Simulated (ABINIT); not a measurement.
BN:

```xyz
2
Lattice="0.0000 1.8130 1.8130 1.8130 0.0000 1.8130 1.8130 1.8130 0.0000" Properties=species:S:1:pos:R:3 pbc="T T T"
N     0.9065    0.9065    0.9065
B     0.0000    0.0000    0.0000
```

The cell is a database's computed one.

Base run:

- Program: ABINIT 10.8.3 (patched build)
- Functional: PW91
- Potentials or basis: JTH PAW PBE v2.0
- Cutoff: 707 eV
- k mesh: 13 × 13 × 13
- Occupations: fermi-dirac, width 0.05 eV
- Spin: no spin polarisation

Its results: band gap on the k mesh 4.57 eV, indirect (least direct gap 8.79 eV); pressure -1.3 GPa.

Question: After a change of settings the same cell gave: band gap on the k mesh 4.54 eV, indirect (least direct gap 8.81 eV); pressure 3.9 GPa. Which change was it?
A. functional from PW91 to PBE; k mesh from 13 × 13 × 13 to 10 × 10 × 10
B. functional from PW91 to PBE; potentials or basis from JTH PAW PBE v2.0 to PseudoDojo NC SR PBE v0.5 standard; cutoff from 707 eV to 1143 eV
C. functional from PW91 to revPBE

Answer: C.

revPBE binds less tightly than PW91, so the same cell stands under more pressure.

Caveats: the PAW data sets were made with another functional, which shifts forces and pressure a little.
